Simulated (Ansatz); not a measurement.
**A computed series for BaSnO3: pressure series**

The parent structure is BaSnO$_{3}$ in the cubic perovskite structure (space group Pm-3m, No. 221).

```cif
data_BaO3Sn
_chemical_formula_sum 'Ba1 Sn1 O3'
_space_group_name_H-M_alt 'P 1'
_space_group_IT_number 1
_cell_length_a 4.17621
_cell_length_b 4.17621
_cell_length_c 4.17621
_cell_angle_alpha 90.000
_cell_angle_beta 90.000
_cell_angle_gamma 90.000
loop_
_space_group_symop_operation_xyz
  'x, y, z'
loop_
_atom_site_label
_atom_site_type_symbol
_atom_site_fract_x
_atom_site_fract_y
_atom_site_fract_z
_atom_site_occupancy
Ba1 Ba 0.00000 0.00000 0.00000 1
Sn1 Sn 0.50000 0.50000 0.50000 1
O1 O 0.00000 0.50000 0.50000 1
O2 O 0.50000 0.50000 0.00000 1
O3 O 0.50000 0.00000 0.50000 1
```

Cell and atoms are relaxed at each pressure.

All numbers come from PBE (Ansatz, a program for electronic structure, PAW, spin-orbit coupling left out), earlier PAW set.

| case | electron mass | smallest direct gap | density | shortest interatomic distance | band gap |
|---|---|---|---|---|---|
| base | 0.13 mₑ (at Γ) | 0.97 eV | 6.93 g/cm³ | 2.088 Å | 0.48 eV |
| pressure −2 GPa | 0.11 mₑ (at Γ) | 0.79 eV | 6.82 g/cm³ | 2.099 Å | 0.30 eV |
| pressure −1 GPa | 0.12 mₑ (at Γ) | 0.88 eV | 6.88 g/cm³ | 2.093 Å | 0.39 eV |
| pressure 0.9 GPa | 0.14 mₑ (at Γ) | 1.05 eV | 6.98 g/cm³ | 2.083 Å | 0.56 eV |
| pressure 2.1 GPa | 0.14 mₑ (at Γ) | 1.15 eV | 7.04 g/cm³ | 2.078 Å | 0.66 eV |
| pressure 4.5 GPa | 0.16 mₑ (at Γ) | 1.34 eV | 7.15 g/cm³ | 2.067 Å | 0.86 eV |
| pressure 9 GPa | 0.18 mₑ (at Γ) | 1.67 eV | 7.35 g/cm³ | 2.048 Å | 1.20 eV |
| pressure 15 GPa | 0.20 mₑ (at Γ) | 2.07 eV | 7.58 g/cm³ | 2.027 Å | 1.61 eV |
| pressure 22.5 GPa | 0.23 mₑ (at Γ) | 2.51 eV | 7.85 g/cm³ | 2.004 Å | 2.08 eV |
| pressure 30 GPa | 0.25 mₑ (at Γ) | 2.92 eV | 8.08 g/cm³ | 1.984 Å | 2.51 eV |

Load acts through the strain it causes; cell and atoms are relaxed under it. Masses are band curvatures over ±0.01 Å⁻¹ around the edge. Stability against distortions was not tested. Competing high-pressure phases were not computed.
